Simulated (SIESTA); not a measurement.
Crystal: PtS2.

```
CELL_PARAMETERS angstrom
3.54320 0.00000 0.00000
-1.77160 3.06850 0.00000
0.00000 0.00000 5.03880
ATOMIC_POSITIONS crystal
Pt 0.00000 0.00000 0.00000
S 0.66667 0.33333 0.77300
S 0.33333 0.66667 0.22700
```

```yaml
Program: SIESTA 5.4.2
Task: relaxation of cell and atoms
Functional: PBE
Potentials_or_basis: PseudoDojo 0.4 standard (PBE files)
Basis: DZ (energy shift 0.01 Ry)
Grid_cutoff: 800 Ry
Energy_shift: 0.01 Ry
k_mesh: 9 × 9 × 5
Occupations: fermi-dirac, width 0.05 eV
Spin: no spin polarisation
```

At the start: pressure 20.7 GPa; volume 18.26 Å³/atom.

Question: How do energy, volume and symmetry change on relaxing?

Answer: Over 14 steps the energy falls by 244.3 meV/atom and the volume is 17.40 Å³/atom (-4.7 %); space group P-3m1 (No. 164, to 0.05 Å).

Step by step:
| step | energy change (eV) | largest force (eV/Å) | pressure (GPa) | volume (Å³) |
| --- | --- | --- | --- | --- |
| 1 | 0.0000 | 3.0581 | 20.74 | 54.78 |
| 2 | -0.3875 | 1.7369 | 9.68 | 56.66 |
| 3 | -0.5624 | 0.4781 | -0.28 | 58.68 |
| 4 | -0.5721 | 0.2609 | -1.88 | 58.89 |
| 5 | -0.5805 | 0.1194 | -2.83 | 58.76 |
| 6 | -0.6038 | 0.1477 | -4.34 | 57.80 |
| 7 | -0.6360 | 0.5027 | -4.88 | 55.38 |
| 8 | -0.6575 | 0.5056 | -3.38 | 54.00 |
| 9 | -0.6878 | 0.0924 | 1.00 | 52.39 |
| 10 | -0.6929 | 0.0029 | 1.33 | 52.41 |
| 11 | -0.7151 | 0.2067 | 2.06 | 52.16 |
| 12 | -0.7295 | 0.1901 | 1.30 | 52.05 |
| 13 | -0.7325 | 0.0624 | 0.46 | 52.07 |
| 14 | -0.7328 | 0.0116 | 0.00 | 52.20 |

Final structure:
```xyz
3
Lattice="3.6369 0.0000 0.0000 -1.8185 3.1497 0.0000 0.0000 0.0000 4.5572" Properties=species:S:1:pos:R:3 pbc="T T T"
Pt    0.0000    0.0000    0.0000
S     1.8185    1.0499    3.2812
S     0.0000    2.0998    1.2760
```

Caveat: the basis has no polarisation orbitals; semicore shells carry a single zeta, which can move pressures by several GPa and volumes by a few percent; the basis of atomic orbitals isn't converged, which shifts pressures, moduli and gaps.
